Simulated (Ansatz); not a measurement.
## ZnSnP2, carrier doping

Take ZnSnP2 in the chalcopyrite structure (space group I-42d, No. 122) as the base.

```cif
data_P4Sn2Zn2
_chemical_formula_sum 'Zn2 Sn2 P4'
_space_group_name_H-M_alt 'P 1'
_space_group_IT_number 1
_cell_length_a 6.90071
_cell_length_b 6.90071
_cell_length_c 6.90071
_cell_angle_alpha 131.926
_cell_angle_beta 131.926
_cell_angle_gamma 70.347
loop_
_space_group_symop_operation_xyz
  'x, y, z'
loop_
_atom_site_label
_atom_site_type_symbol
_atom_site_fract_x
_atom_site_fract_y
_atom_site_fract_z
_atom_site_occupancy
Zn1 Zn 0.75000 0.25000 0.50000 1
Zn2 Zn 0.00000 0.00000 0.00000 1
Sn1 Sn 0.25000 0.75000 0.50000 1
Sn2 Sn 0.50000 0.50000 0.00000 1
P1 P 0.10053 0.12500 0.47553 1
P2 P 0.64947 0.62500 0.52447 1
P3 P 0.37500 0.89947 0.02447 1
P4 P 0.87500 0.35053 0.97553 1
```

Carriers are added at fixed cell with a uniform background; the Fermi–Dirac width is that of 300 K.

The values are results of Kohn–Sham DFT with the PBEsol functional, run in Ansatz (a first-principles code) with PAW and 420 eV plane waves, no SOC, not measurements.

Notes on the quantities. Fermi level from band edge: Fermi level relative to the doped band's edge (positive inside the band; to 0.05 eV).

```json
[
 {"case": "undoped", "Fermi level from band edge": "–", "gap between the host's bands": "0.80 eV", "largest internal atomic displacement": "–"},
 {"case": "electrons 2.0×10^21 cm⁻³", "Fermi level from band edge": "+0.55 eV", "gap between the host's bands": "0.76 eV", "largest internal atomic displacement": "0.014 Å"},
 {"case": "electrons 1.0×10^22 cm⁻³", "Fermi level from band edge": "+0.85 eV", "gap between the host's bands": "0.59 eV", "largest internal atomic displacement": "0.081 Å"},
 {"case": "holes 2.0×10^21 cm⁻³", "Fermi level from band edge": "+0.40 eV", "gap between the host's bands": "0.81 eV", "largest internal atomic displacement": "–"},
 {"case": "holes 7.0×10^21 cm⁻³", "Fermi level from band edge": "+0.80 eV", "gap between the host's bands": "0.84 eV", "largest internal atomic displacement": "0.020 Å"},
 {"case": "holes 1.0×10^22 cm⁻³", "Fermi level from band edge": "+0.90 eV", "gap between the host's bands": "0.87 eV", "largest internal atomic displacement": "0.025 Å"}
]
```

Charged cell with a jellium background: band edges are those of the host's band count, energies are not comparable with the neutral cell, and many-body gap narrowing is missing. Stability against distortions was not tested.
